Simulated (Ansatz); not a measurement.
# Co: which structure wins at one pressure

Which of hcp, sc, beta tin, diamond has the lowest enthalpy for Co at one common pressure? The runs shown use LAPW. Companion runs by PAW are cited.

Computed with Ansatz 0.2.0 (DFT, PBEsol, all-electron LAPW, scalar-relativistic, unless a step's input says otherwise).

### 1 Starting point

It takes space group P6_3/mmc (No. 194, hexagonal). Conventional cell: a = 2.370 Å, b = 2.370 Å, c = 3.826 Å, α = 90.00°, β = 90.00°, γ = 120.00°. Co (site symmetry -6m2) has 12 Co at 2.35 to 2.37 Å as nearest neighbours.

Coordinates:

```
Co
1.0
     2.36978    0.00000    0.00000
    -1.18489    2.05229    0.00000
     0.00000    0.00000    3.82646
Co
2
Direct
  0.33333 0.66667 0.25000
  0.66667 0.33333 0.75000
```

Atoms are numbered in the order of the input: Co1, Co2.

### 2 Hcp relaxed under pressure, LAPW

The input, input.yaml:

```yaml
crystal:
  lattice:
    - [2.3697848745, 0.0, 0.0]
    - [-1.1848924372, 2.0522939029, 0.0]
    - [0.0, 0.0, 3.8264645291]
  atoms:
    - { symbol: Co, position: [0.3333333333, 0.6666666667, 0.25], spin: 1.7 }
    - { symbol: Co, position: [0.6666666667, 0.3333333333, 0.75], spin: 1.7 }
magnetization:
  spin_polarized: true
kpoints:
  mp_grid: { grid: [19, 19, 10] }
scf:
  occupations: { method: fermi_dirac, width: 0.08 }
hamiltonian:
  xc: pbesol
  pseudopotentials: { kind: all_electron, lapw: { basis_error: 0.0005 } }
output:
  forces: true
  stress: true
  eigenvalues: true
relax:
  f_tol: 0.005
  max_steps: 12
  cell: { p_target: 34.0, stress_tol: 0.03 }
```

Launch:

```console
$ ansatz run input.yaml --threads 2 --pin off --max-ram 7168MiB --backend cpu --events-out ev --progress --plain --runs-dir out
```

Log (excerpt; [...] marks lines left out):

```text
[...]
LAPW: plane waves up to 10.315 Å⁻¹, error target 5.0e-4 eV per atom; small_component_spin mean_spin; Co in spheres of 1.141 Å, 17 of its electrons in bands, Dirac shells []
[...]
Pseudopotentials: kind: all_electron
Pseudopotential: Co, LAPW, valence charge 17, Koelling and Harmon's equation, gaussian nucleus
Functional definition: PBEsol
[...]
Crystal: 2 atoms, lattice volume = 18.610 Å³
Basis set: ecut = 405.40937934582104 eV, 325 PW (Γ), exchange–correlation at level 2
Bands: 23, of which v1, the nominal top of the filled ones, is band 17 counted from 1 (16 counted from 0)
Symmetry: 24 space group operations
Space group: P63/mmc (ITA 194), of the structure as read, at distance tolerance 2.7e-5 Å
Magnetic group: BNS 194.263 (UNI 1493), of the structure as read, at distance tolerance 2.7e-5 Å
k-points: 240 of 3610
[...]
Starting moments: Σ|m| = 3.4 μB on 2 of 2 sites
[...]
SCF iter   1: F=—  HF=-75768.507043 eV  |F-HF|=—  |Δ(HF+E_count)|=         —  Δρ=1.65e-2 (↑1.52e-2 ↓1.65e-2)  dr2=1.74e-2  dr2_m=3.41e-2  M=2.877 μB ∫|m|=2.954 μB  β_m=0.30  ethr=5.04e-5  ⟨swp⟩=3.2  Hψ=84236  notcnv=0
[...]
relax step   1: F+E_penalty+E_count = -75768.67912263 eV  Δ(F+E_penalty+E_count) = +0.000e0 eV  max|allowed force component| = 1.018e-16 eV/Å  Δτ_max = 0.0000 Å  P = +33.837 GPa  Ω = 18.610 Å³  (9 SCF iters, accepted)
[...]
SCF converged after 3 iterations
Magnetization: 2.9189 μB (18.4595 up, 15.5405 down)
Absolute magnetization: 3.1405 μB (∫|ρ↑−ρ↓|)
Spin contamination: 0.0330 ħ² per cell (⟨S²⟩ above its minimum at these occupations)
Per-site moments (μB) at R_I (Å): [(1.5066176911661504, 1.140611624869561), (1.5066176911661504, 1.140611624869561)]
Free energy (F): -75768.677451 eV
[...]
E sigma→0 (E₀):  -75768.657630 eV
Entropy (-TS):   -0.039642 eV (-19.821 meV/atom)
Fermi energy:    22.678571 eV
[...]
--- Forces (eV/Å), atoms counted from 1 ---
  atom   1  Co     0.00000000     0.00000000     0.00000000
  atom   2  Co    -0.00000000    -0.00000000     0.00000000
[...]
--- Stress (GPa, compression-positive) ---
       34.001180      -0.000000       0.000000
       -0.000000      34.001180       0.000000
        0.000000       0.000000      33.998392
  P = ⅓ Tr σ = 34.0003 GPa (340.003 kbar)
--- Band table (eV; the first three rows and the last of 480) ---
[... band rows left out ...]
[...]
--- Relaxed structure (3 steps of the walk, 3 accepted, 1 SCFs on fresh bases) ---
  F+E_penalty+E_count = -75768.67745134 eV   max|allowed force component| = 1.018e-16 eV/Å   (the final SCF, on the basis selected at the relaxed cell)
  cell:  # Å, volume = 18.6021 Å³
    - [2.3694678818152224, -2.8863645835042827e-11, 0.0]
    - [-1.1847339408826145, 2.0520193791177186, 0.0]
    - [0.0, 0.0, 3.82586475196446]
  atoms:
    - { symbol: Co, position: [0.33333333333333337, 0.6666666666666667, 0.25] }
    - { symbol: Co, position: [0.6666666666666667, 0.33333333333333337, 0.7499999999999999] }
```

Run time: 2.5 min. Hardware: 2 threads of Arm Neoverse V2, shared host; peak memory 1.1 GiB.

The steps of the relaxation:

```tsv
step	energy from step 1 (eV/cell)	largest force component (eV/Å)	pressure (GPa)	volume (Å³)
1	0.0000	0.0000	33.84	18.61
2	0.0009	0.0000	33.93	18.61
3	0.0017	0.0000	34.00	18.60
4	0.0017	0.0000	34.00	18.60
```

Step 1 is the start. Step 4 repeats the geometry before on a plane-wave basis chosen anew for that cell, so the energy can jump there without any move; the table keeps such jumps.

| input's cell | before | after | change |
| --- | --- | --- | --- |
| a (Å) | 2.370 | 2.369 | -0.0 % |
| b (Å) | 2.370 | 2.369 | -0.0 % |
| c (Å) | 3.826 | 3.826 | -0.0 % |
| volume (Å³/atom) | 9.30 | 9.30 | -0.0 % |

This run gives: pressure 34.00 GPa; no gap; spin moments Co1 1.51 μB.

### 3 Sc relaxed under pressure, LAPW

The input, input.yaml:

```yaml
crystal:
  lattice:
    - [2.1815753065, 0.0, 0.0]
    - [0.0, 2.1815753065, 0.0]
    - [0.0, 0.0, 2.1815753065]
  atoms:
    - { symbol: Co, position: [0.0, 0.0, 0.0], spin: 1.7 }
magnetization:
  spin_polarized: true
kpoints:
  mp_grid: { grid: [18, 18, 18] }
scf:
  occupations: { method: fermi_dirac, width: 0.08 }
hamiltonian:
  xc: pbesol
  pseudopotentials: { kind: all_electron, lapw: { basis_error: 0.0005 } }
output:
  forces: true
  stress: true
  eigenvalues: true
relax:
  f_tol: 0.005
  max_steps: 12
  cell: { p_target: 34.0, stress_tol: 0.03 }
```

Launch:

```console
$ ansatz run input.yaml --threads 2 --pin off --max-ram 7168MiB --backend cpu --events-out ev --progress --plain --runs-dir out
```

Log:

```text
The last accepted step is kept in <dir> (removed where the run ends without a failure and the disk answers)
LAPW: plane waves up to 11.228 Å⁻¹, error target 5.0e-4 eV per atom; small_component_spin mean_spin; Co in spheres of 1.058 Å, 17 of its electrons in bands, Dirac shells []
Engine: ansatz 0.2.0
[... 3 set-up lines as earlier in the session ...]
  exchange = pbesol_x
  correlation = pbesol_c
Crystal: 1 atoms, lattice volume = 10.383 Å³
Basis set: ecut = 480.3376191759773 eV, 251 PW (Γ), exchange–correlation at level 2
Bands: 14, of which v1, the nominal top of the filled ones, is band 9 counted from 1 (8 counted from 0)
Symmetry: 48 space group operations
Space group: Pm-3m (ITA 221), of the structure as read, at distance tolerance 2.2e-5 Å
Magnetic group: BNS 221.92 (UNI 1594), of the structure as read, at distance tolerance 2.2e-5 Å
k-points: 220 of 5832
Non-local potential: Co, projectors of the file, none
Initial density: superposition of atomic densities (chi_scale 0.1, normalization cell)
Starting moments: Σ|m| = 1.7 μB on 1 of 1 site
Initial wavefunctions: plane waves of lowest kinetic energy (no species holds an atomic orbital)
Functional: x = pbesol(κ = 0.804, μ = 0.12345679012345678), c = pbesol(β = 0.046)
iter 1 solved again at ethr=1.46e-4 eV; its pass at ethr=1.00e-1 eV (dr2=2.48e-2 eV) is discarded
SCF iter   1: F=—  HF=-37883.420691 eV  |F-HF|=—  |Δ(HF+E_count)|=         —  Δρ=1.73e-2 (↑1.14e-2 ↓1.73e-2)  dr2=2.47e-2  dr2_m=1.23e-2  M=1.489 μB ∫|m|=1.505 μB  β_m=0.30  ethr=1.46e-4  ⟨swp⟩=3.1  Hψ=42233  notcnv=0
Mixer restart at iter 1: flushing history
preconditioner: auto → none  [metal: Δε(μ)=0.004 eV  Ē_g=17.021 eV  σ=0.080 eV  W_gap=0.01  n_scr=6 (ndim 8)  ℏωp=34.6 eV  f_vac=0.000  D(μ)=1.36/eV (n_scr^D=18)  sad-step TF]
SCF iter   2: F=—  HF=-37883.424350 eV  |F-HF|=—  |Δ(HF+E_count)|=         —  Δρ=1.33e-2 (↑8.82e-3 ↓1.33e-2)  dr2=1.64e-2  dr2_m=6.96e-3  M=1.478 μB ∫|m|=1.499 μB  β_m=0.30  ethr=1.46e-4  ⟨swp⟩=2.0  Hψ=15821  notcnv=0
Mixer restart at iter 2: flushing history
SCF iter   3: F=—  HF=-37883.425157 eV  |F-HF|=—  |Δ(HF+E_count)|=   8.07e-4  Δρ=9.66e-3 (↑6.43e-3 ↓9.66e-3)  dr2=6.71e-3  dr2_m=4.11e-3  M=1.466 μB ∫|m|=1.492 μB  β_m=0.65  ethr=9.64e-5  ⟨swp⟩=2.0  Hψ=15827  notcnv=0  defer=1
iter 4 solved again at ethr=3.98e-7 eV; its pass at ethr=3.95e-5 eV (dr2=6.77e-5 eV) is discarded
SCF iter   4: F=—  HF=-37883.431776 eV  |F-HF|=—  |Δ(HF+E_count)|=   6.62e-3  Δρ=9.29e-4 (↑9.29e-4 ↓7.64e-4)  dr2=6.78e-5  dr2_m=4.42e-5  M=1.440 μB ∫|m|=1.480 μB  β_m=0.55  ethr=3.98e-7  ⟨swp⟩=2.0  Hψ=28728  notcnv=0
SCF iter   5: F=—  HF=-37883.431707 eV  |F-HF|=—  |Δ(HF+E_count)|=         —  Δρ=6.39e-4 (↑5.56e-4 ↓6.39e-4)  dr2=7.53e-5  dr2_m=1.45e-5  M=1.439 μB ∫|m|=1.479 μB  β_m=0.61  ethr=3.98e-7  ⟨swp⟩=2.9  Hψ=17306  notcnv=0
the basis was enlarged: its passes take 1.2 MiB over the memory plan, 2 of 2 planned eigensolver slots
SCF iter   6: F=—  HF=-37883.431808 eV  |F-HF|=—  |Δ(HF+E_count)|=   1.01e-4  Δρ=1.90e-4 (↑7.60e-5 ↓1.90e-4)  dr2=3.15e-6  dr2_m=1.21e-6  M=1.439 μB ∫|m|=1.480 μB  β_m=0.80  ethr=3.98e-7  ⟨swp⟩=2.0  Hψ=15821  notcnv=0
SCF iter   7: F=—  HF=-37883.431821 eV  |F-HF|=—  |Δ(HF+E_count)|=   1.27e-5  Δρ=4.28e-5 (↑3.15e-5 ↓4.28e-5)  dr2=1.86e-8  dr2_m=1.30e-7  M=1.439 μB ∫|m|=1.481 μB  β_m=0.90  ethr=1.86e-8  ⟨swp⟩=2.2  Hψ=15980  notcnv=0
SCF iter   8: F=—  HF=-37883.431821 eV  |F-HF|=—  |Δ(HF+E_count)|=   3.92e-7  Δρ=6.92e-6 (↑6.92e-6 ↓6.35e-6)  dr2=1.37e-10  dr2_m=4.14e-9  M=1.439 μB ∫|m|=1.481 μB  β_m=0.89  ethr=1.10e-10  ⟨swp⟩=3.0  Hψ=17796  notcnv=0
SCF iter   9: F=-37883.431821 eV  HF=-37883.431821 eV  |F-HF|=2.91e-11  |Δ(HF+E_count)|=  5.60e-10  Δρ=2.39e-7 (↑2.39e-7 ↓2.02e-7)  dr2=9.99e-13  dr2_m=4.28e-12  M=1.439 μB ∫|m|=1.481 μB  ethr=1.00e-12  ⟨swp⟩=2.6  Hψ=16237  notcnv=0
SCF 1 converged in 9 iterations: F = -37883.431821 eV  dr2 = 9.99e-13
relax step   1: F+E_penalty+E_count = -37883.43182148 eV  Δ(F+E_penalty+E_count) = +0.000e0 eV  max|allowed force component| = 0.000e0 eV/Å  Δτ_max = 0.0000 Å  P = +33.887 GPa  Ω = 10.383 Å³  (9 SCF iters, accepted)
Crystal: 1 atoms, lattice volume = 10.380 Å³
Basis set: ecut = 480.4114503225476 eV, 251 PW (Γ), exchange–correlation at level 2
Initial density: handed on by an earlier stage of this run
Starting moments: Σ|m| = 1.7 μB on 1 of 1 site; this step starts from the density that it was given
Initial wavefunctions: those handed on with the density
iter 1 solved again at ethr=6.60e-12 eV; its pass at ethr=1.00e-1 eV (dr2=1.12e-9 eV) is discarded
SCF iter   1: F=—  HF=-37883.431315 eV  |F-HF|=—  |Δ(HF+E_count)|=         —  Δρ=2.31e-5 (↑2.31e-5 ↓2.31e-5)  dr2=3.60e-10  dr2_m=5.07e-8  M=1.439 μB ∫|m|=1.481 μB  β_m=0.65  ethr=6.60e-12  ⟨swp⟩=5.2  Hψ=38983  notcnv=0  reapply=2
preconditioner: auto → none  [metal: Δε(μ)=0.002 eV  Ē_g=16.940 eV  σ=0.080 eV  W_gap=0.01  n_scr=0 (ndim 8)  ℏωp=34.6 eV  f_vac=0.000  D(μ)=1.30/eV (n_scr^D=18)]
SCF iter   2: F=—  HF=-37883.431315 eV  |F-HF|=—  |Δ(HF+E_count)|=   1.36e-8  Δρ=1.03e-5 (↑9.79e-6 ↓1.03e-5)  dr2=1.09e-10  dr2_m=9.56e-9  M=1.439 μB ∫|m|=1.481 μB  β_m=0.65  ethr=2.12e-12  ⟨swp⟩=2.5  Hψ=16778  notcnv=0
SCF iter   3: F=-37883.431315 eV  HF=-37883.431315 eV  |F-HF|=8.19e-9  |Δ(HF+E_count)|=  8.59e-10  Δρ=1.60e-6 (↑1.60e-6 ↓1.40e-6)  dr2=6.71e-10  dr2_m=1.86e-12  M=1.439 μB ∫|m|=1.481 μB  ethr=1.00e-12  ⟨swp⟩=3.0  Hψ=17362  notcnv=0
SCF 2 converged in 3 iterations: F = -37883.431315 eV  dr2 = 6.71e-10
relax step   2: F+E_penalty+E_count = -37883.43131473 eV  Δ(F+E_penalty+E_count) = +5.067e-4 eV  max|allowed force component| = 0.000e0 eV/Å  Δτ_max = 0.0000 Å  P = +33.958 GPa  Ω = 10.380 Å³  (3 SCF iters, accepted)
Crystal: 1 atoms, lattice volume = 10.379 Å³
Basis set: ecut = 480.4548439228864 eV, 251 PW (Γ), exchange–correlation at level 2
iter 1 solved again at ethr=4.69e-12 eV; its pass at ethr=1.00e-1 eV (dr2=7.97e-10 eV) is discarded
SCF iter   1: F=—  HF=-37883.431016 eV  |F-HF|=—  |Δ(HF+E_count)|=         —  Δρ=1.44e-5 (↑1.44e-5 ↓1.36e-5)  dr2=1.86e-10  dr2_m=1.86e-8  M=1.438 μB ∫|m|=1.481 μB  β_m=0.65  ethr=4.69e-12  ⟨swp⟩=5.1  Hψ=37390  notcnv=0
preconditioner: auto → none  [metal: Δε(μ)=0.002 eV  Ē_g=16.942 eV  σ=0.080 eV  W_gap=0.01  n_scr=0 (ndim 8)  ℏωp=34.6 eV  f_vac=0.000  D(μ)=1.30/eV (n_scr^D=18)]
SCF iter   2: F=—  HF=-37883.431016 eV  |F-HF|=—  |Δ(HF+E_count)|=   4.55e-9  Δρ=6.08e-6 (↑5.30e-6 ↓6.08e-6)  dr2=1.15e-10  dr2_m=3.05e-9  M=1.438 μB ∫|m|=1.481 μB  β_m=0.65  ethr=1.09e-12  ⟨swp⟩=3.0  Hψ=17825  notcnv=0
SCF iter   3: F=-37883.431016 eV  HF=-37883.431016 eV  |F-HF|=2.24e-8  |Δ(HF+E_count)|=   3.94e-9  Δρ=2.73e-6 (↑2.73e-6 ↓2.01e-6)  dr2=1.61e-9  dr2_m=2.03e-11  M=1.438 μB ∫|m|=1.481 μB  ethr=1.00e-12  ⟨swp⟩=3.0  Hψ=17835  notcnv=0
SCF 3 converged in 3 iterations: F = -37883.431016 eV  dr2 = 1.61e-9
relax step   3: F+E_penalty+E_count = -37883.43101648 eV  Δ(F+E_penalty+E_count) = +2.983e-4 eV  max|allowed force component| = 0.000e0 eV/Å  Δτ_max = 0.0000 Å  P = +34.000 GPa  Ω = 10.379 Å³  (3 SCF iters, accepted)
iter 1 solved again at ethr=1.28e-12 eV; its pass at ethr=1.00e-1 eV (dr2=2.18e-10 eV) is discarded
SCF iter   1: F=—  HF=-37883.431016 eV  |F-HF|=—  |Δ(HF+E_count)|=         —  Δρ=2.36e-6 (↑2.36e-6 ↓1.16e-6)  dr2=2.18e-10  dr2_m=2.51e-10  M=1.438 μB ∫|m|=1.481 μB  β_m=0.65  ethr=1.28e-12  ⟨swp⟩=2.6  Hψ=27936  notcnv=0
SCF iter   2: F=—  HF=-37883.431016 eV  |F-HF|=—  |Δ(HF+E_count)|=   1.15e-9  Δρ=5.92e-7 (↑5.92e-7 ↓4.76e-7)  dr2=7.16e-11  dr2_m=1.10e-12  M=1.438 μB ∫|m|=1.481 μB  β_m=0.38  ethr=1.28e-12  ⟨swp⟩=3.1  Hψ=18036  notcnv=0
SCF iter   3: F=-37883.431016 eV  HF=-37883.431016 eV  |F-HF|=0.00e0  |Δ(HF+E_count)|=  9.39e-10  Δρ=2.86e-7 (↑2.86e-7 ↓1.83e-7)  dr2=1.43e-12  dr2_m=5.05e-12  M=1.438 μB ∫|m|=1.481 μB  ethr=1.00e-12  ⟨swp⟩=2.4  Hψ=15992  notcnv=0
SCF 4 converged in 3 iterations: F = -37883.431016 eV  dr2 = 1.43e-12
relax step   4: F+E_penalty+E_count = -37883.43101650 eV  Δ(F+E_penalty+E_count) = -2.055e-8 eV  max|allowed force component| = 0.000e0 eV/Å  Δτ_max = 0.0000 Å  P = +34.000 GPa  Ω = 10.379 Å³  stress off target by 4.29e-4 GPa  SCF on the basis re-selected at this cell (its energy is not comparable with the rows above)  (3 SCF iters)
basis re-selected at this cell: Δ(F+E_penalty+E_count) = -2.055e-8 eV, ΔP = +0.000 GPa vs the last step (what re-selecting the basis moved, after the strain that the cell walked since its last selection, with what the two solves' SCF thresholds leave and, on support functions, any second-order correction that the steps lacked; it is no measure of the basis error at this ecutwfc). This SCF's stress stands 4.29e-4 GPa from its target on what of the cell is left free (relax.cell.stress_tol is 3.00e-2 GPa) and its largest allowed force component is 0.00e0 eV/Å (relax.f_tol is 5.00e-3 eV/Å): within both
SCF converged after 3 iterations
Magnetization: 1.4383 μB (9.2192 up, 7.7808 down)
Absolute magnetization: 1.4807 μB (∫|ρ↑−ρ↓|)
Spin contamination: 0.0104 ħ² per cell (⟨S²⟩ above its minimum at these occupations)
Per-site moments (μB) at R_I (Å): [(1.4479060567413882, 1.0579349230683253)]
Free energy (F): -37883.431016 eV
Harris-Foulkes:  -37883.431016 eV  (|F-HF|=0.00e0)
Internal energy: -37883.403267 eV  (E = F + TS)
E sigma→0 (E₀):  -37883.417142 eV
Entropy (-TS):   -0.027749 eV (-27.749 meV/atom)
Fermi energy:    20.220177 eV
--- Per-component energies (eV) ---
  E_band       = -221.940709
  E_kinetic    = 38449.257390
  E_xc         = -1592.300432
  E_electrostatic = -74740.360225  (all electrons and nuclei)
  E_smearing   = -0.027749  (= −TS)
  E_closure    = 0.000000  (closes the sum)
  E_atoms      = -37875.439365  (free atoms, spherical and without spin; not in F)
  Σ components = -37883.431016   (vs F -37883.431016, Δ=0.00e0)
  Basis errors (estimates in eV, not in F): energy 1.8e-4 per atom: plane waves 1.6e-4 (8.9e-5 summed), levels above the bands 5.8e-105, relativity 1.1e-8, radial functions 1.8e-5, core shells 1.4e-7; eigenvalues (radial functions only) 1.3e-6; not estimated: angular momenta, meshes, grids; target (lapw.basis_error) 5.0e-4; muffin-tin radii Co 1.058 Å
--- Forces (eV/Å), atoms counted from 1 ---
  atom   1  Co    -0.00000000    -0.00000000    -0.00000000
  max |Σ_I F_I| component: 4.93e-32 eV/Å
--- Stress (GPa, compression-positive) ---
       34.000429      -0.000000      -0.000000
       -0.000000      34.000429       0.000000
       -0.000000       0.000000      34.000429
  P = ⅓ Tr σ = 34.0004 GPa (340.004 kbar)
--- Band table (eV; the first three rows and the last of 440) ---
  k-point 0 ↑: bands = ["-75.6844", "-38.7347", "-38.7347", "-38.7347", "10.7137", "15.1584", "15.1584", "19.7309", "19.7309", "19.7309", "41.6976", "41.6976", "41.6976", "46.0292"]
  k-point 1 ↑: bands = ["-75.6815", "-38.7545", "-38.7330", "-38.7330", "10.8212", "15.1768", "15.2211", "19.6779", "19.6779", "19.7351", "40.3663", "41.8476", "41.8476", "46.0146"]
  k-point 2 ↑: bands = ["-75.6734", "-38.8115", "-38.7281", "-38.7281", "11.1372", "15.2302", "15.4058", "19.5277", "19.5277", "19.7472", "37.9617", "42.2894", "42.2894", "45.9706"]
  k-point 219 ↓: bands = ["-73.6838", "-37.5566", "-37.5566", "-37.5566", "16.6822", "16.6822", "16.6822", "22.5112", "22.5112", "33.5527", "34.4780", "34.4780", "34.4780", "39.7156"]
--- Relaxed structure (3 steps of the walk, 3 accepted, 1 SCFs on fresh bases) ---
  F+E_penalty+E_count = -37883.43101650 eV   max|allowed force component| = 0.000e0 eV/Å   (the final SCF, on the basis selected at the relaxed cell)
  cell:  # Å, volume = 10.3789 Å³
    - [2.181309152232552, -3.209883240645393e-35, 0.0]
    - [-3.209883240645393e-35, 2.181309152232552, -1.6049416203226965e-35]
    - [0.0, -1.6049416203226965e-35, 2.181309152232552]
  atoms:
    - { symbol: Co, position: [0.0, 0.0, 0.0] }
```

It took 52 s on 2 threads of Arm Neoverse V2, shared host; peak memory 0.6 GiB.

Relaxation path:

```tsv
step	energy from step 1 (eV/cell)	largest force component (eV/Å)	pressure (GPa)	volume (Å³)
1	0.0000	0.0000	33.89	10.38
2	0.0005	0.0000	33.96	10.38
3	0.0008	0.0000	34.00	10.38
4	0.0008	0.0000	34.00	10.38
```

Step 1 is the start. Step 4 repeats the geometry before on a plane-wave basis chosen anew for that cell, so the energy can jump there without any move; the table keeps such jumps.

| input's cell | before | after | change |
| --- | --- | --- | --- |
| a (Å) | 2.182 | 2.181 | -0.0 % |
| b (Å) | 2.182 | 2.181 | -0.0 % |
| c (Å) | 2.182 | 2.181 | -0.0 % |
| volume (Å³/atom) | 10.38 | 10.38 | -0.0 % |

This run gives: pressure 34.00 GPa; no gap; spin moments Co 1.45 μB.

[end of part 1 of 2]
